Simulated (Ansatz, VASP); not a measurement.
# NiO: VASP beside Ansatz

```
Ni O
1.0
     0.00000    2.20272    2.20272
     2.20272    0.00000    2.20272
     2.20272    2.20272    0.00000
Ni O
1 1
Cartesian
  0.0000 0.0000 0.0000
  1.1014 1.1014 1.1014
```

Change from the starting cell: volume scaled by 0.95.

Alike in both runs: task single point; functional PBE; k mesh 14 × 14 × 14; occupations fermi-dirac, width 0.03 eV; collinear spin.

```csv
,VASP,Ansatz
version,VASP 6.6.1,Ansatz 0.2.0
potentials or method,"VASP PAW PBE potentials, release 64 (Ni, O), cutoff 520 eV","all-electron LAPW, scalar-relativistic"
```

Ansatz gave:

- pressure (GPa): 8.3
- net moment per atom (μB): 0.93
- size of the moment on the site where the two differ most (μB): 1.47

**Question.** Which values does VASP return?

**Answer.** Pressure (GPa): 8.3; net moment per atom (μB): 0.90; size of the moment on the site where the two differ most (μB): 1.42.

Site moments also hang on the region over which each program counts them. Ansatz ran all-electron here, so the differences hold the error of VASP's frozen core and of both bases.

Caveats: a cell with one magnetic atom can't hold antiferromagnetic order, which such compounds often take.
